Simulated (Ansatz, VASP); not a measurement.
# Se in VASP and in Ansatz

```xyz
3
Lattice="4.2663 0.0000 0.0000 -2.1331 3.6947 0.0000 0.0000 0.0000 4.8484" Properties=species:S:1:pos:R:3 pbc="T T T"
Se    0.9258    0.0000    0.8081
Se   -0.4629    0.8017    4.0403
Se    1.6702    2.8929    2.4242
```

Change from the starting cell: volume scaled by 0.94.

Alike in both runs: task single point; functional PBEsol; k mesh 8 × 8 × 6; occupations fermi-dirac, width 0.02 eV; no spin polarisation.

|  | VASP | Ansatz |
| --- | --- | --- |
| version | VASP 6.6.1 | Ansatz 0.2.0 |
| potentials or method | VASP PAW PBE potentials, release 64 (Se), cutoff 520 eV | all-electron LAPW, scalar-relativistic |

VASP gave:

```
gap on the k mesh at the Fermi level (eV)       : 1.11
pressure (GPa)                                  : 7.8
largest component of the traceless stress (GPa) : 3.71
rms of the force components (eV/Å)              : 1.101
```

Question: Estimate Ansatz's values.

Answer: gap on the k mesh at the Fermi level (eV): 1.14; pressure (GPa): 7.5; largest component of the traceless stress (GPa): 3.56; rms of the force components (eV/Å): 1.053.

Atom by atom the forces differ by 0.049 eV/Å (rms over components). Ansatz ran all-electron here, so the differences hold the error of VASP's frozen core and of both bases.

Caveats: the PAW data sets were made with another functional, which shifts forces and pressure a little (VASP). A k mesh can miss the band edges.
